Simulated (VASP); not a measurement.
**CdTe: relaxation of cell and atoms with PBE**

Crystal: CdTe.

```
Cd Te
1.0
     0.00000    3.30963    3.30963
     3.30963    0.00000    3.30963
     3.30963    3.30963    0.00000
Cd Te
1 1
Direct
  0.00000 0.00000 0.00000
  0.25000 0.25000 0.25000
```

The cell is a database's computed one.

| Property | Result |
| --- | --- |
| Program | VASP 6.6.1 |
| Task | relaxation of cell and atoms |
| Functional | PBE |
| Potentials or basis | VASP PAW PBE potentials, release 64 (Cd, Te) |
| Cutoff | 600 eV |
| k mesh | 10 × 10 × 10 |
| Occupations | gaussian, width 0.02 eV |
| Spin | no spin polarisation |
| Dipole correction | no |
| Further INCAR settings | ALGO = Fast; EDIFF = 1e-07; IBRION = 2; EDIFFG = -0.01; NSW = 100; ISIF = 3 |

```yaml
Relaxed_volume: 36.32 Å³/atom
Relaxed_cell: a = 4.683 Å, b = 4.683 Å, c = 4.683 Å, α = 60.00°, β = 60.00°, γ = 60.00°
Space_group_after_relaxing_to_0.05_Å: F-43m (No. 216)
Energy_gained_by_relaxing: 0.0 meV/atom
Ionic_steps: 2
Pressure_after_relaxing: 0.0 GPa
Band_gap_on_the_k_mesh: 0.58 eV, direct
```

Final structure:
```
CELL_PARAMETERS angstrom
0.00000 3.31160 3.31160
3.31160 0.00000 3.31160
3.31160 3.31160 0.00000
ATOMIC_POSITIONS crystal
Cd 0.00000 0.00000 0.00000
Te 0.25000 0.25000 0.25000
```

Levels at points of the mesh, in eV from the valence-band top:
```tsv
k point	band 7	band 8	band 9	band 10	band 11	band 12
(0.00, 0.00, 0.00)	0.00	0.00	0.00	0.58	4.64	4.64
(0.50, 0.00, 0.00)	-4.07	-0.68	-0.68	1.75	5.21	5.21
(0.50, 0.50, 0.00)	-4.00	-1.65	-1.65	2.67	2.75	8.50
```

It took 39 s on 1 thread of Intel(R) Xeon(R) 6975P-C (Granite Rapids) (shared host), peak memory 0.28 GiB.

Caveat: spin-orbit coupling is left out, which moves the levels of the heavy elements.
